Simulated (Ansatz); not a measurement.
# LiBr: the cell at several levels of theory

The task here is to estimate one member of a computed series from the others.

The runs shown are made with Ansatz 0.2.0. PAW datasets, plane waves, zero pressure. Computed at 0 K without zero-point motion; spin polarisation is off.

### The structure to begin with

It is cubic, Fm-3m (No. 225); conventional cell a = 5.445 Å, 20.18 Å³ an atom. Around Li lie 6 Br at 2.72 Å; around Br lie 6 Li at 2.72 Å.

Coordinates:

```
CELL_PARAMETERS angstrom
0.00000 2.72269 2.72269
2.72269 0.00000 2.72269
2.72269 2.72269 0.00000
ATOMIC_POSITIONS crystal
Li 0.00000 0.00000 0.00000
Br 0.50000 0.50000 0.50000
```

The first run:

Input file input.yaml:

```yaml
crystal:
  lattice:
    - [0.0, 2.7226905798, 2.7226905798]
    - [2.7226905798, 0.0, 2.7226905798]
    - [2.7226905798, 2.7226905798, 0.0]
  atoms:
    - { symbol: Li, position: [0.0, 0.0, 0.0] }
    - { symbol: Br, position: [0.5, 0.5, 0.5] }
kpoints:
  mp_grid: { grid: [8, 8, 8] }
hamiltonian:
  xc: pbe
scf:
  occupations: { method: fermi_dirac, width: 0.02 }
relax:
  f_tol: 0.005
  cell: {}
```

Started as:

```bash
$ ansatz run input.yaml --threads 2 --pin off --max-ram 18432MiB --backend cpu --events-out ev --progress --plain --runs-dir out
```

Steps of the session up to this table: PBE: cell and atoms; Relaxation with r2SCAN; Relaxation with PBEsol; Relaxation with LDA; Relaxing with HSE06.

One table of the session follows, with a row left open; its other results are not shown here.

It belongs to the step «The cells side by side». 

| level | a (Å) | volume (Å³/atom) |
| --- | --- | --- |
| PBE | 5.509 | 20.898 |
| r2SCAN | 5.479 | 20.561 |
| PBEsol | ? | ? |
| LDA | 5.311 | 18.722 |
| HSE06 | 5.474 | 20.503 |

Estimate the missing values for PBEsol.

**Answer.** a (Å): 5.412; volume (Å³/atom): 19.817. In the column «a (Å)» it lies between LDA (5.311) and HSE06 (5.474).

The volume runs from LDA (least) to PBE (most), a spread of 11.6 %, or 3.7 % in length if all axes shared it alike. The meshes differ: PBE 8×8×8, r2SCAN 8×8×8, PBEsol 8×8×8, LDA 8×8×8, HSE06 6×6×6.
